Why does a platinum crystal become easier to compress when another approximation for exchange and correlation is chosen? The atoms, the lattice type and the imposed non-magnetic state are the same in all six calculations. Yet from LDA to PBE the equilibrium volume grows by 6% and the bulk modulus drops by 17%. The obvious reading is that PBE makes the bonds into weaker springs. At equal spacing of the atoms the opposite holds, and this reversal is the key to the trend.

Equation of state of fcc platinum from all-electron LAPW density-functional calculations with FLEUR MaX-R8.1 (later development tree), without spin polarisation, spin-orbit coupling or a dispersion correction. All runs use a 12 × 12 × 12 k mesh and Fermi-Dirac smearing of 0.05 eV; the given cell has a volume of 15.08 Å³ per atom.

```
functional  equilibrium volume (Å³/atom)  equilibrium volume change (% of the given cell)  bulk modulus (GPa)  bulk modulus slope
       LDA                        14.766                                           -2.080               307.9               5.410
       PBE                        15.640                                            3.710               254.3               4.760
    PBEsol                        15.051                                           -0.190               287.0               5.250
    r2SCAN                        15.311                                            1.530               271.5               5.560
      SCAN                        14.960                                           -0.800               292.7               5.710
        WC                        15.182                                            0.670               281.8               5.410
```

The equilibrium volume V is the volume per atom at which the energy is lowest. The bulk modulus B is the resistance to uniform compression at that volume, and the bulk modulus slope B′ tells how fast B rises with pressure. Sorted by volume, the functionals run LDA, SCAN, PBEsol, WC, r2SCAN, PBE. The bulk modulus falls at every step of that order, so volume and stiffness are tied together whatever the type of functional. The six rows are a selection, since runs that failed or met a known fault of the program were left out, and the link is shown only for the functionals listed.

Each bulk modulus in the table belongs to a different volume, however. With its own B and B′, each functional can be moved to the volume of the given cell, 15.08 Å³ per atom. There LDA has a bulk modulus of about 275 GPa and PBE about 303 GPa, and the order of all six is exactly reversed. Among these six, a larger and softer crystal is therefore no sign of softer bonds at equal spacing; the functional lets the crystal settle where the bonds are already stretched.

What makes it settle there can be read from the total energies of the same calculations. Take the PBE energy minus the LDA energy, and follow it from the smallest to the largest volume calculated. It falls by about 0.18 eV per atom while the volume grows by about 1.8 Å³. Energy per volume is a pressure, and this one is about 16 GPa, directed outwards. Seen from LDA, switching to PBE acts like pulling on the crystal from all sides.

Each of the other four functionals also pushes outwards relative to LDA, from about 4 GPa for SCAN to about 11 GPa for r2SCAN. The order of the pushes is the order of the volumes. That agreement is a matter of consistency, since both come from the same energies. What it adds is a picture: the six rows are one crystal under six different loads.

The origin of the push is best seen from the limit of separate atoms. LDA reads only the density at each point, whereas a gradient-corrected functional (GGA) such as PBE also reads how fast the density changes. Taken together, its gradient terms lower the energy where the density is uneven, as it is in the thinning tails of an isolated atom: the exchange term lowers it, and the correlation term takes back only part of that gain. When atoms are brought together, each tail is filled in by the density of the neighbours, and part of that energy gain is lost. Expansion restores it, and so the crystal is driven outwards. This is an argument and not a result of the table; the total energies show the push but not the region of the crystal from which it comes.

The same argument makes it plausible that PBE pushes hardest of the three GGAs. PBEsol was built with a weaker response to gradients than PBE, and its push is only about a third as large. WC uses the same correlation part as PBE, but its exchange part responds less strongly to moderate gradients. PBE gives a volume 3% larger than WC, which points to exchange as the main source of the difference. The comparison is not perfectly clean, because the PBE calculation used a somewhat smaller basis set.

How much softening should a push cause? Consider first the limit in which it has the same strength at every volume. The same softening could then be had by mechanical means: keep LDA throughout and stretch the crystal by real tension. As the atoms move apart, their restoring forces weaken, and the bulk modulus follows the curve

B(V) = B_L (V_L / V)^B′

Here V_L, B_L and B′ are the LDA values in the table. The formula rests on the assumption that B changes linearly with pressure. The tension T needed to hold the crystal at volume V is then

T = (B_L − B(V)) / B′

In this limit every functional would lie on the stretched LDA curve. None of the other five does: all are stiffer than the curve allows. For PBE the curve gives about 226 GPa, while the calculation gives 254 GPa. A constant push thus explains the direction of the trend but exaggerates its size.

The missing piece is that the push itself weakens as the crystal expands. A load that fades on expansion and grows on compression resists compression, just as a spring does. If the push varies as V^(−n), where n measures how quickly it fades, it adds n times its own strength to the bulk modulus. At the new equilibrium the push must balance the tension T, so that

B_new = B_L − (B′ − n) T

This formula contains both limits. With n equal to zero the push is constant and the crystal softens fully. With n equal to B′ the fading would cancel the softening, and the crystal would grow without becoming easier to compress. The table lies between the two, because larger crystals are softer but less so than mere stretching would make them.

That the push fades can be seen in the energies without the formula. For PBE it averages 17 GPa over the smaller volumes and about 15 GPa over the larger ones. This corresponds to n of about 1.6. For this estimate the energies were rounded to 1 meV, which by itself would allow anything from about 0.9 to 2.4; the calculations record them more finely, to 0.01 meV. For SCAN the push is much smaller, but the recorded energies still show it fading, from about 4.0 GPa over the smaller volumes to 3.7 GPa over the larger ones. That difference is far above their rounding error of about 0.01 GPa. The physical reason for the fading is probably the one that causes the push: the overlap of the atomic tails shrinks with distance, and there is less and less left to gain by moving further apart.

A single value of n for several functionals together comes from the bulk moduli. A least-squares fit of the formula to SCAN, PBEsol, WC and r2SCAN gives n = 1.86, with a standard error of 0.11. LDA served as the reference, and PBE was left out because of its smaller basis and less smooth energy curve. It can therefore serve as the worked case.

The PBE volume is 15.640 Å³ against 14.766 Å³ for LDA. Raising their ratio to the power of the LDA slope and multiplying by the LDA bulk modulus gives the stretched value:

307.9 × (14.766 / 15.640)^5.41 ≈ 225.6 GPa

The tension that goes with this stretch follows from the drop in stiffness:

T = (307.9 − 225.6) / 5.41 ≈ 15.2 GPa

The fading of the push gives back n times this tension:

B_new = 225.6 + 1.86 × 15.2 ≈ 254 GPa

The calculated value is also 254 GPa. So close a match is better than the model deserves, for among the fitted rows it misses by up to 2 GPa, the worst being WC. One common n is evidently an approximation, since each functional has its own way of fading. The model also takes the volume as given and predicts only the stiffness that belongs to it.

The value of n should not be taken as a property of platinum. Apart from a small effect on T, only the difference B′ − n enters the formula, so an error in the LDA slope would shift n by nearly the same amount. The difference itself, about 3.5, is the useful quantity. It means that for a functional slightly more expansive than LDA, each extra percent of volume costs about 3.5% of the bulk modulus.

The irregular rows are now easier to place. Functionals can be ranked by what they read: LDA the density, GGAs also its gradient, and meta-GGAs such as SCAN and r2SCAN also the kinetic-energy density of the electrons. If the volume followed that ranking, the two meta-GGAs would stand together. Instead SCAN lies between LDA and PBEsol, and r2SCAN between WC and PBE. The ranking tells which ingredients a functional uses, whereas the volume depends on how strongly their combined energy changes when the crystal expands.

Between these two close relatives the volume grows by 2.3% and the bulk modulus falls by 7%. r2SCAN is a revision of SCAN that smooths the way it switches between types of bonding region and keeps the correct behaviour for slowly varying densities only to a lower order in the gradients. Either change could alter the push, and the table cannot tell which one does. It is also not recorded whether the densities were made self-consistent with the meta-GGAs themselves. Whatever the cause, both rows obey the same link between volume and stiffness as the GGAs, so what is irregular is the size of their push and not the crystal's response to it.

A second irregularity is the low slope of PBE, 4.76, where the other functionals have 5.25 to 5.71. Here a physical cause would be premature. The PBE energies scatter most about their fitted curve, and the minimum lies towards the upper end of the volumes calculated. The reversal at equal volume does not hinge on this number: a change of 0.5 in the slope would move PBE by only 5 or 6 GPa there, and it would remain the stiffest.

For practical use, a bulk modulus must be kept together with the volume at which it was obtained. LDA gives 308 GPa at its own minimum but about 275 GPa in the given cell, a change larger than most of the differences between functionals. Evaluating the stiffness with every functional in this one shared cell, instead of at each functional's own minimum, thus turns their order upside down. The table does not decide which functional describes real platinum best. PBEsol comes within 0.2% of the given cell, but spin-orbit coupling, which matters for so heavy an element, is left out, as are zero-point and thermal motion.

The same reasoning suggests what to look for in gold, the next element in the row. Gold is well known to be much easier to compress than platinum. If the push from LDA to PBE were of similar strength there, the softer crystal would have to expand further before its own tension balanced it, and the volumes would spread more widely. The size of the push in gold is an assumption here, but the two questions carry over: how hard does the functional push, and how quickly does that push fade?
